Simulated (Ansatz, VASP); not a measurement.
Si2N in VASP and in Ansatz

```
Si N
1.0
     0.00000    2.71033    2.71033
     2.71033    0.00000    2.71033
     2.71033    2.71033    0.00000
Si N
2 1
Direct
  0.25000 0.25000 0.25000
  0.75000 0.75000 0.75000
  0.00000 0.00000 0.00000
```

Alike in both runs: functional PBE; k mesh 14 × 14 × 14; occupations gaussian, width 0.1 eV; no spin polarisation.

Ansatz relaxed the structure, and its values are those at the end. VASP's run is a single point on that final structure, the one shown.

|  | VASP | Ansatz |
| --- | --- | --- |
| version | VASP 6.6.1 | Ansatz 0.2.0 |
| potentials or method | VASP PAW PBE potentials, release 64 (Si, N) | scalar-relativistic, plane waves, PAW |
| plane-wave cutoff (eV) | 520 | 420 |
| valence electrons in the cell | 13 | 13 |

```csv
,VASP,Ansatz,Ansatz less VASP
gap on the k mesh at the Fermi level (eV),none,none,-
pressure (GPa),0.0,0.0,+0.05
```

A gap of «none» marks a metal or a gap that the smearing closes. With one functional, cell and mesh, what is left measures potentials, basis and numerics.
